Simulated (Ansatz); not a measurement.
Crystal: Bi.

```
Bi
1.0
    -4.44975    4.44975    2.06563
     4.44975   -4.44975    2.06563
     4.44975    4.44975   -2.06563
Bi
4
Direct
  0.14566 0.35434 0.50000
  0.85434 0.64566 0.50000
  0.64566 0.14566 0.79131
  0.35434 0.85434 0.20869
```

This isn't the form of Bi at room conditions, which is rhombohedral.

- Program: Ansatz 0.2.0
- Task: single point
- Functional: PBEsol
- Potentials or basis: Ansatz PAW
- Cutoff: 420 eV (not typed: the program's choice for these potentials)
- k mesh: 7 × 7 × 7
- Occupations: fermi-dirac, width 0.05 eV
- Spin: no spin polarisation

On this cell: pressure -1.8 GPa; largest force 0.122 eV/Å; band gap on the k mesh none (metal or under the smearing width).

The same run follows on a disturbed copy (atoms moved at random, drawn with an rms of 0.05 Å):

```
CELL_PARAMETERS angstrom
-4.44975 4.44975 2.06563
4.44975 -4.44975 2.06563
4.44975 4.44975 -2.06563
ATOMIC_POSITIONS crystal
Bi 0.14799 0.35691 0.50230
Bi 0.85441 0.64374 0.49560
Bi 0.65418 0.14783 0.79153
Bi 0.34426 0.84668 0.21266
```

Problem. What changes?

Solution. The energy (extrapolated to zero smearing) moves by +0.1 meV/atom; pressure -1.6 GPa; largest force 0.142 eV/Å; band gap on the k mesh none (metal or under the smearing width).

Forces in eV/Å, atoms in the order of the input:
```
Bi   0.011 -0.054 -0.003
Bi   0.036  0.131 -0.020
Bi  -0.013 -0.138  0.031
Bi  -0.034  0.061 -0.007
```

Stress tensor (GPa, compression positive):
```
-1.32 -0.01  0.03
-0.01 -1.62  0.10
 0.03  0.10 -1.99
```

Caveats: spin-orbit coupling is left out, which moves the levels of the heavy elements; the PAW data sets come from PBE, with cores solved anew for the run's functional, which leaves a small shift of forces and pressure.
